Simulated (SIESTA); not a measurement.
Crystal: Be2C.

```
C Be
1.0
     0.00000    2.16500    2.16500
     2.16500    0.00000    2.16500
     2.16500    2.16500    0.00000
C Be
1 2
Direct
  0.00000 0.00000 0.00000
  0.75000 0.75000 0.75000
  0.25000 0.25000 0.25000
```

Base run:

```yaml
Program: SIESTA 5.4.2
Functional: PBE
Potentials_or_basis: PseudoDojo 0.4 standard (PBE files)
Basis: DZP (energy shift 0.003 Ry; two zetas on semicore shells)
Grid_cutoff: 800 Ry
Energy_shift: 0.003 Ry
k_mesh: 11 × 11 × 11
Occupations: fermi-dirac, width 0.05 eV
Spin: no spin polarisation
```

Its results: band gap on the k mesh 1.10 eV, indirect (least direct gap 3.66 eV); pressure 2.4 GPa.

**Question.** The run is repeated on the same cell with these changes: functional from PBE to LDA; potentials or basis from PseudoDojo 0.4 standard (PBE files) to PseudoDojo 0.4 standard (LDA files). What comes out?

**Answer.** Band gap on the k mesh 1.22 eV, indirect (least direct gap 3.58 eV); pressure -5.9 GPa.

Caveats: short orbitals over semicore shells can move pressures by several GPa; the mesh misses the band edges, which the band path finds closer together; the basis of atomic orbitals isn't converged, which shifts pressures, moduli and gaps.
